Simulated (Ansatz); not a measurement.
Starting structure, 1 CH4 a cell, flat, over a bridge Zr-Zr site (Zr, P6_3/mmc (No. 194), (0 0 1) face):

```xyz
21
Lattice="6.4673 0.0000 0.0000 -3.2336 5.6008 0.0000 0.0000 0.0000 27.5559" Properties=species:S:1:pos:R:3 pbc="T T T"
Zr    1.6168    0.9335    8.0000
Zr    0.0000    3.7339    8.0000
Zr    4.8504    0.9335    8.0000
Zr    3.2336    3.7339    8.0000
Zr    0.0000    1.8669   10.5837
Zr   -1.6168    4.6673   10.5837
Zr    3.2336    1.8669   10.5837
Zr    1.6168    4.6673   10.5837
Zr    1.6168    0.9335   13.2459
Zr    0.0000    3.7339   13.2459
Zr    4.8504    0.9335   13.2459
Zr    3.2336    3.7339   13.2459
Zr    0.0000    1.8669   15.6770
Zr   -1.6168    4.6673   15.6770
Zr    3.2336    1.8669   15.6770
Zr    1.6168    4.6673   15.6770
C     0.2497    5.1677   18.9952
H     1.3463    5.3243   19.0558
H    -0.0804    4.5311   19.8417
H    -0.2673    6.1479   19.0462
H     0.0000    4.6673   18.0370
```

Theory: DFT PBE, scalar-relativistic, plane waves, PAW in Ansatz. Settings: cutoff 420 eV, Γ-centred mesh 4×4×1 on the computed 21-atom cell, Gaussian smearing of 0.10 eV; no spin polarisation. The cell repeats along c with a dipole correction in the vacuum.

Atoms 1, 2, 3, 4, 5, 6, 7, 8 (counted from 1) are held. The cell is fixed. Force threshold 0.04 eV/Å.

| step | E − E_final (eV) | largest force (eV/Å) |
| --- | --- | --- |
| 1 | 0.147 | 0.533 |
| 2 | 0.091 | 0.195 |
| 3 | 0.058 | 0.113 |
| 4 | 0.035 | 0.090 |
| 5 | 0.020 | 0.063 |
| 6 | 0.010 | 0.100 |
| 7 | 0.004 | 0.097 |
| 8 | 0.001 | 0.041 |
| 9 | 0.000 | 0.016 |
| 10 | 0.000 | 0.016 |

Q: What is the final structure?

A:
```
Zr C H
1.0
     6.46725    0.00000    0.00000
    -3.23363    5.60080    0.00000
     0.00000    0.00000   27.55594
Zr C H
16 1 4
Direct
  0.33333 0.16667 0.29032
  0.33333 0.66667 0.29032
  0.83333 0.16667 0.29032
  0.83333 0.66667 0.29032
  0.16667 0.33333 0.38408
  0.16667 0.83333 0.38408
  0.66667 0.33333 0.38408
  0.66667 0.83333 0.38408
  0.33332 0.16655 0.48089
  0.33332 0.66668 0.48088
  0.83318 0.16653 0.48093
  0.83325 0.66661 0.48088
  0.16671 0.33340 0.56908
  0.16661 0.83326 0.56923
  0.66664 0.33345 0.56925
  0.66642 0.83315 0.56940
  0.51038 0.89881 0.73452
  0.69785 0.95342 0.72787
  0.46082 0.82771 0.77139
  0.48528 0.05329 0.73032
  0.39746 0.76071 0.70829
```

The end is the local minimum or symmetric point that this start leads to. The slab is only 7.8 Å thick, so the energy isn't converged with thickness.

Cost: 1 run of about 23 core-minutes, on Arm Neoverse V2 (shared hosts).